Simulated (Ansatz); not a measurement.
MgO in the rocksalt structure was put through Ansatz (plane waves). The geometry is the r2SCAN minimum.

The cell given to it:
```cif
data_structure
_symmetry_space_group_name_H-M 'P 1'
_symmetry_Int_Tables_number 1
_cell_length_a 2.9729
_cell_length_b 2.9729
_cell_length_c 2.9729
_cell_angle_alpha 60.000
_cell_angle_beta 60.000
_cell_angle_gamma 60.000
_cell_volume 18.58
loop_
_atom_site_label
_atom_site_type_symbol
_atom_site_fract_x
_atom_site_fract_y
_atom_site_fract_z
_atom_site_occupancy
Mg1 Mg 0.00000 0.00000 0.00000 1
O1 O 0.50000 0.50000 0.50000 1
```

Output, abridged:
```
Pseudopotential: Mg, paw, valence charge 10, recommended cutoff 420 eV (normal)
Pseudopotential: O, paw, valence charge 6, recommended cutoff 420 eV (normal)
Functional definition: PBE
Crystal: 2 atoms, lattice volume = 18.579 Å³
Basis set: ecut = 420 eV, 339 PW (Γ)
Bands: 12, of which v1, the nominal top of the filled ones, is band 8 counted from 1 (7 counted from 0)
Symmetry: 48 space group operations
Space group: Fm-3m (ITA 225)
k-points: 29 of 512
preconditioner: auto → none  [insulator: Δε(μ)=4.795 eV  ℏωp=24.4 eV]
SCF 1 converged in 6 iterations: F = -2494.127702 eV  dr2 = 2.80e-10
SCF converged after 6 iterations
Free energy (F): -2494.127702 eV
Fermi energy:    8.203488 eV
--- G₀W₀: contour deformation, 6 samples at zero and on the imaginary axis and 4 off it, 512 q-points, 101 empty bands' worth ---
    ik  band        ε_KS         Σx   Σc(E_QP)       V_xc       Z   E_QP_lin       E_QP  E_QP is
     0     7      8.2035   -26.4429     4.0648   -20.9369  0.7898     6.7434     6.7623  root
     0     8      8.2035   -26.4429     4.0648   -20.9369  0.7898     6.7434     6.7623  root
     0     9     13.0004   -10.1207    -3.6753   -14.8432  0.8469    14.0534    14.0477  root
     0    10     24.0570    -3.7089    -4.8847    -9.5991  0.8363    25.0733    25.0624  root
     1     7      8.0998   -26.3384     4.0897   -20.7873  0.7894     6.6188     6.6385  root
     1     8      8.0998   -26.3384     4.0897   -20.7873  0.7894     6.6188     6.6385  root
     1     9     13.9123   -10.9196    -3.6584   -15.7010  0.8398    15.0424    15.0354  root
     1    10     22.3694    -4.0916    -4.8590    -9.9218  0.8334    23.3508    23.3406  root
     2     7      7.8612   -26.1085     4.1448   -20.4582  0.7885     6.3341     6.3558  root
     2     8      7.8612   -26.1085     4.1448   -20.4582  0.7885     6.3341     6.3558  root
     2     9     15.3582   -10.1934    -3.9633   -15.3680  0.8366    16.5790    16.5695  root
     2    10     20.8271    -6.1193    -4.8295   -12.1200  0.8265    22.0111    21.9982  root
     3     7      7.6368   -25.9058     4.1945   -20.1674  0.7876     6.0695     6.0930  root
     3     8      7.6368   -25.9058     4.1945   -20.1674  0.7876     6.0695     6.0930  root
     3     9     16.0653    -7.9617    -4.1291   -13.1764  0.8451    17.1587    17.1509  root
     3    10     20.6440    -9.3015    -5.0993   -15.9457  0.8044    22.2151    22.1889  root
     4     7      7.5473   -25.8289     4.2139   -20.0568  0.7872     5.9649     5.9892  root
     4     8      7.5473   -25.8289     4.2139   -20.0568  0.7872     5.9649     5.9892  root
     4     9     16.1568    -7.0609    -4.1360   -12.2029  0.8499    17.1694    17.1628  root
     4    10     20.8788   -10.6337    -5.3198   -17.6702  0.7933    22.6327    22.5955  root
     5     7      7.9715   -26.2267     4.1080   -20.6337  0.7893     6.4659     6.4866  root
     5     8      7.9715   -26.2267     4.1080   -20.6337  0.7893     6.4659     6.4866  root
     5     9     14.2084   -11.1539    -3.6781   -15.9903  0.8375    15.3744    15.3667  root
     5    10     21.8585    -3.4827    -4.7506    -9.1170  0.8402    22.7497    22.7423  root
     6     7      7.7170   -25.9177     4.1439   -20.2463  0.7886     6.1669     6.1896  root
     6     8      7.7230   -26.0153     4.1600   -20.3262  0.7884     6.1712     6.1939  root
     6     9     15.5054   -10.9853    -3.9498   -16.2142  0.8320    16.7954    16.7846  root
     6    10     20.5197    -4.4926    -4.6576   -10.1154  0.8396    21.4933    21.4849  root
    10     7      7.2141   -25.3820     4.1971   -19.5792  0.7876     5.5819     5.6084  root
    10     8      7.7850   -26.0294     4.1687   -20.3418  0.7880     6.2438     6.2661  root
    10     9     16.3183   -10.0200    -4.1430   -15.4432  0.8325    17.6102    17.5984  root
    10    10     20.3348    -6.6084    -4.7647   -12.5776  0.8260    21.5536    21.5394  root
    11     7      7.6791   -25.8803     4.1399   -20.2056  0.7888     6.1214     6.1444  root
    11     8      8.0187   -26.2500     4.1168   -20.6564  0.7889     6.5214     6.5418  root
    11     9     14.9915   -11.0872    -3.8366   -16.1566  0.8341    16.2338    16.2243  root
    11    10     21.1476    -4.5648    -4.7455   -10.3008  0.8356    22.1474    22.1381  root
  […]
```

The points are ik 0 = (0, 0, 0) (Γ), ik 1 = (0, 0, 1/8), ik 2 = (0, 0, 1/4), ik 3 = (0, 0, 3/8), ik 4 = (0, 0, -1/2), ik 5 = (0, 1/8, 1/8), ik 6 = (0, 1/8, 1/4), ik 10 = (0, 1/8, -1/4), ik 11 = (0, 1/8, -1/8), ik 17 = (0, 3/8, 3/8), ik 18 = (0, 3/8, -1/2), ik 20 = (0, -1/2, -1/2); band 8 is the last filled one.

Task: Write the input file that gave this output.

Result:
```yaml
crystal:
  # lattice and atoms as above
kpoints:
  mp_grid: { grid: [8, 8, 8] }
hamiltonian:
  xc: pbe
scf:
  occupations: { method: fixed }
gw:
  n_empty_bands: 101
  ecut_chi: 180
  qp_bands: [v2, c2]
  qp_kpoints: band_edges
  screening: { model: contour_deformation }
```
The quasiparticle table needs the gw block. Not every key shows in the log; this is the file that was used.

Wall time 12 s on 1 × NVIDIA H100 80GB HBM3 with 2 threads of AMD EPYC 7R13 Processor (Zen 3), with other jobs on the host, load about 4.6 per core; peak host memory 1.4 GiB.

The values are computed, spin-unpolarised, and not measurements.
